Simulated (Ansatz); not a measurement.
# How far is PAW off for PbSe?

```
CELL_PARAMETERS angstrom
0.00000 3.45036 3.45036
3.45036 0.00000 3.45036
3.45036 3.45036 0.00000
ATOMIC_POSITIONS crystal
Pb 0.98841 0.01159 0.01159
Se 0.25000 0.25000 0.25000
```

Atom numbers follow the list: Pb1, Se2.

The conventional cell has a = 4.880 Å, b = 4.880 Å, c = 6.901 Å, α = 90.00°, β = 90.00°, γ = 90.00°. Around Pb (atom 1) lie 4 Se at 2.94 to 3.03 Å. Se (atom 2) is surrounded by 4 Pb at 2.94 to 3.03 Å.

The cell was built from the zincblende type and relaxed in the same program; it needn't be a known or the stable phase. The listed cell was then made from it by scaling, straining or moving an atom.

Spin–orbit coupling is left out, though it moves levels of the heavy atoms by tenths of an eV or more.

Levels of theory: DFT, PBE, PAW with Ansatz's default frozen-core files, scalar-relativistic (Ansatz 0.2.0); DFT, PBE, all-electron PAW with datasets made for the crystal, scalar-relativistic (Ansatz 0.2.0); DFT, PBE, all-electron LAPW, scalar-relativistic (Ansatz 0.2.0).

For PAW: a Γ-centred 11×11×11 k mesh, Fermi–Dirac smearing of 0.08 eV, cutoff 420 eV, no spin polarisation. The crystal-made all-electron datasets (AE datasets) take a cutoff of 240 eV at this cell. LAPW targets a basis error of 0.25 meV/atom. The Ansatz runs share mesh, smearing and spin set-up. Plane-wave (PAW) pressures include the program's estimate of the Pulay term.

Stress and pressure are positive in compression.

The change that made this cell: atom 1 (Pb) moved by (0.0800, 0.0000, 0.0000) Å.

```tsv
quantity	PAW	AE datasets	LAPW
pressure (GPa)	0.04	0.04	0.04
stress yz (GPa)	0.57	0.57	0.57
force on Pb1, x (eV/Å)	-0.231	-0.230	-0.230
force on Se2, x (eV/Å)	0.231	0.230	0.230
band gap (eV)	0.714	0.713	0.713
```
